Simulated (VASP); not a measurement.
Runs of VASP 6.6.1 on TiSe. The structure is cubic, space group F-43m (No. 216). Conventional cell: a = 6.206 Å, b = 6.206 Å, c = 6.206 Å, α = 90.00°, β = 90.00°, γ = 90.00°. Ti (site symmetry -43m) is surrounded by 4 Se at 2.69 Å. Around Se (site symmetry -43m) lie 4 Ti at 2.69 Å. The cell comes from a database or a generator and needn't be the stable form of this composition.

```csv
spin,U,fixed moment (μB),gap on the mesh (eV),pressure (GPa),moment (μB)
"collinear, ferromagnetic start",Ti d U = 4 eV,-,none,-7.1,2.00
"collinear, ferromagnetic start",Ti d U = 4 eV,2,-,-2.1,2.00
"collinear, ferromagnetic start",Ti d U = 2 eV,3,-,-3.6,3.00
"collinear, ferromagnetic start",Ti d U = 2 eV,-,(a),-4.4,2.00
off,Ti d U = 4 eV,-,none,-10.9,-
"collinear, zero start",Ti d U = 4 eV,-,none,-10.9,(b)
"collinear, random start",Ti d U = 4 eV,-,1.02,-2.1,2.00
```

Alike in all rows: task single point; level PBEsol+U; potentials or basis VASP PAW PBE potentials, release 64 (Ti_sv, Se); cell as given; k mesh 5 × 5 × 5; cutoff (eV) 520; smearing gaussian 0.05 eV.

Question: Estimate the missing entries.

Answer: (a) 0.20; (b) 0.00.

Caveats: the PAW data sets were made with another functional, which shifts forces and pressure a little; the total moment is fixed, so each spin has its own Fermi level (some runs); an odd mesh through Γ misses points on the zone boundary, where band edges often lie (some runs); the moment is held away from its start (some runs); U without spin polarisation on a metal has little footing (some runs).

A k mesh can miss the band edges, and the runs leave out spin-orbit coupling on Se.

A gap of «none» marks a metal or a gap under the smearing width.

Runs at the PBE level aren't shown here.
